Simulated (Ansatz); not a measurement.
## CuO (Tenorite) under changes of volume

One of the cells (10.135 Å³/atom); the others are scaled copies at fixed shape and fractional positions:

```
CELL_PARAMETERS angstrom
2.34185 -1.71130 0.00000
2.34185 1.71130 0.00000
-0.85003 0.00000 5.05787
ATOMIC_POSITIONS crystal
Cu 0.50000 0.00000 0.50000
Cu 0.00000 0.50000 0.00000
O 0.41840 0.58160 0.75000
O 0.58160 0.41840 0.25000
```

```yaml
Program: Ansatz 0.2.0
Functional: r2SCAN
Dispersion: D4
Potentials_or_basis: Ansatz PAW
Cutoff: "500 eV (not typed: the program's choice for these potentials)"
k_mesh: 10 × 10 × 5
Occupations: fermi-dirac, width 0.05 eV
Spin: no spin polarisation
```

| volume (Å³/atom) | energy over the lowest point (meV/atom) | pressure (GPa) | largest force (eV/Å) |
| --- | --- | --- | --- |
| 9.527 | 13.13 | 9.9 | 0.069 |
| 9.730 | 3.73 | 5.1 | 0.147 |
| 9.932 | 0.00 | 0.9 | 0.219 |
| 10.135 | 1.34 | -2.9 | 0.284 |
| 10.338 | 7.19 | -6.3 | 0.345 |
| 10.540 | 17.07 | -9.3 | 0.400 |
| 10.743 | ? | ? | ? |

What does the run at 10.743 Å³/atom give?

Energy over the lowest point 30.54 meV/atom; pressure -11.9 GPa; largest force 0.451 eV/Å.

Worked out: A Birch-Murnaghan fit of order 3 (a polynomial in V^(-2/3)) to the other rows has its minimum at 9.98 Å³/atom with B0 = V·E''(V) = 192 GPa and B' = 4.5 at fixed shape and positions, which overstates the stiffness. It gives 30.62 meV/atom at 10.743 Å³/atom, against the run's 30.54, and -dE/dV = -12.0 GPa, against -11.9.

Energies are extrapolated to zero smearing.

Caveats: the run has no spin polarisation, though such a crystal can be magnetic; pairwise dispersion overbinds metals, which lowers pressure and volume; the PAW data sets come from PBE, with cores solved anew for the run's functional, which leaves a small shift of forces and pressure.
